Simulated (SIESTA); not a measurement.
Crystal: CdSe.

```xyz
2
Lattice="0.0000 3.0703 3.0703 3.0703 0.0000 3.0703 3.0703 3.0703 0.0000" Properties=species:S:1:pos:R:3 pbc="T T T"
Cd    0.0000    0.0000    0.0000
Se    1.5351    1.5351    1.5351
```

Measurements of this composition are mostly on another form, of space group No. 186.

Base run:

* Program: SIESTA 5.4.2
* Functional: PBEsol
* Potentials or basis: PseudoDojo 0.4 standard (PBEsol files)
* Basis: DZP (energy shift 0.003 Ry; two zetas on semicore shells)
* Grid cutoff: 800 Ry
* Energy shift: 0.003 Ry
* k mesh: 8 × 8 × 8
* Occupations: fermi-dirac, width 0.05 eV
* Spin: no spin polarisation

Its results: band gap on the k mesh 0.67 eV, direct; pressure -1.2 GPa.

Q: The run is repeated on the same cell with these changes: functional from PBEsol to LDA; potentials or basis from PseudoDojo 0.4 standard (PBEsol files) to PseudoDojo 0.4 standard (LDA files). What comes out?

A: Band gap on the k mesh 0.52 eV, direct; pressure -3.1 GPa.

Caveats: the basis of atomic orbitals isn't converged, which shifts pressures, moduli and gaps.
